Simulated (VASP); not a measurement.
## ScAl3: relaxation of cell and atoms with vdW-DF2

ScAl3:

```xyz
4
Lattice="4.0878 0.0000 0.0000 0.0000 4.0878 0.0000 0.0000 0.0000 4.0878" Properties=species:S:1:pos:R:3 pbc="T T T"
Sc    0.0000    0.0000    0.0000
Al    2.0439    2.0439    0.0000
Al    0.0000    2.0439    2.0439
Al    2.0439    0.0000    2.0439
```

The cell is a database's computed one.

* Program: VASP 6.6.1
* Task: relaxation of cell and atoms
* Functional: vdW-DF2
* Potentials or basis: VASP PAW PBE potentials, release 64 (Sc_sv, Al)
* Cutoff: 600 eV
* k mesh: 7 × 7 × 7
* Occupations: fermi-dirac, width 0.05 eV
* Spin: no spin polarisation
* Further INCAR settings: ALGO = Normal; EDIFF = 1e-06; IBRION = 2; EDIFFG = -0.01; NSW = 60; ISIF = 3

```json
{
 "Relaxed volume": "17.71 Å³/atom",
 "Relaxed cell": "a = 4.137 Å, b = 4.137 Å, c = 4.137 Å, α = 90.00°, β = 90.00°, γ = 90.00°",
 "Space group after relaxing (to 0.05 Å)": "Pm-3m (No. 221)",
 "Energy gained by relaxing": "5.9 meV/atom",
 "Ionic steps": "3",
 "Pressure after relaxing": "0.0 GPa",
 "Band gap on the k mesh": "none (metal or under the smearing width)"
}
```

The path:
```
step  energy change (eV)  largest force (eV/Å)  pressure (GPa)  volume (Å³)
   1              0.0000                0.0000            3.09        68.31
   2             -0.0213                0.0000           -0.85        71.62
   3             -0.0235                0.0000            0.00        70.82
```

Final structure:
```xyz
4
Lattice="4.1373 0.0000 0.0000 0.0000 4.1373 0.0000 0.0000 0.0000 4.1373" Properties=species:S:1:pos:R:3 pbc="T T T"
Sc    0.0000    0.0000    0.0000
Al    2.0687    2.0687    0.0000
Al    0.0000    2.0687    2.0687
Al    2.0687    0.0000    2.0687
```

Levels at points of the mesh, in eV from the Fermi level:
| k point | band 6 | band 7 | band 8 | band 9 | band 10 | band 11 | band 12 | band 13 | band 14 |
| --- | --- | --- | --- | --- | --- | --- | --- | --- | --- |
| (0.00, 0.00, 0.00) | -2.52 | -2.52 | -1.70 | -1.70 | -1.70 | 1.30 | 1.30 | 1.30 | 1.63 |

Run time: 2.8 min on 1 thread of Intel(R) Xeon(R) 6975P-C (Granite Rapids), with other jobs on the host, peak memory 0.48 GiB.

Caveat: the PAW data sets were made with another functional, which shifts forces and pressure a little.
